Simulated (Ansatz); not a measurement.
Relax this structure to zero stress and force, keeping its symmetry:

```xyz
12
Lattice="4.3156 0.0000 0.0000 -2.1578 3.7374 0.0000 0.0000 0.0000 24.7606" Properties=species:S:1:pos:R:3 pbc="T T T"
Ge    0.0000    0.0000   12.3803
Sb    2.1578    1.2458   22.7671
Sb    0.0000    2.4916    8.6638
Sb    0.0000    2.4916    1.9935
Sb    2.1578    1.2458   16.0969
Te    0.0000    2.4916   21.0556
Te    2.1578    1.2458    3.7050
Te    0.0000    0.0000   17.7961
Te    2.1578    1.2458   10.6859
Te    0.0000    2.4916   14.0748
Te    0.0000    0.0000    0.0000
Te    0.0000    0.0000    6.9645
```

Computed with DFT PBE, scalar-relativistic, plane waves, PAW in Ansatz 0.2.0.

Cutoff 420 eV; k points 12×12×2 on the computed 12-atom cell (Γ-centred); Gaussian smearing, width 0.02 eV; no spin polarisation.

Task: What does it relax to?

Result: The volume decreases by 0.18 Å³/atom to 33.10 Å³/atom, and the energy falls by 0.1 meV/atom. Final structure:
```xyz
12
Lattice="4.3204 0.0000 0.0000 -2.1602 3.7416 0.0000 0.0000 0.0000 24.5698" Properties=species:S:1:pos:R:3 pbc="T T T"
Ge    0.0000    0.0000   12.2849
Sb    2.1602    1.2472   22.5726
Sb    0.0000    2.4944    8.5704
Sb    0.0000    2.4944    1.9971
Sb    2.1602    1.2472   15.9994
Te    0.0000    2.4944   20.8646
Te    2.1602    1.2472    3.7051
Te    0.0000    0.0000   17.7007
Te    2.1602    1.2472   10.5904
Te    0.0000    2.4944   13.9794
Te    0.0000    0.0000    0.0000
Te    0.0000    0.0000    6.8691
```

Course of the relaxation (steps run on the plane waves of an earlier cell, and the basis is chosen afresh near the end, so energy and pressure can step there; trial steps that raised the energy were taken back; energies are free energies):

| step | E − E_final (meV/atom) | largest force component (eV/Å) | P (GPa) | V (Å³/atom) |
| --- | --- | --- | --- | --- |
| 1 | 0.1 | 0.036 | 0.05 | 33.28 |
| 2 | 0.1 | 0.035 | -0.06 | 33.21 |
| 3 | 0.0 | 0.014 | -0.02 | 33.20 |
| 4 | 0.0 | 0.004 | 0.00 | 33.14 |
| 5 | 0.0 | 0.002 | 0.00 | 33.10 |
| 6 | 0.0 | 0.002 | 0.01 | 33.10 |

 The cell holds layers, and where no dispersion correction was added their binding is poorly described.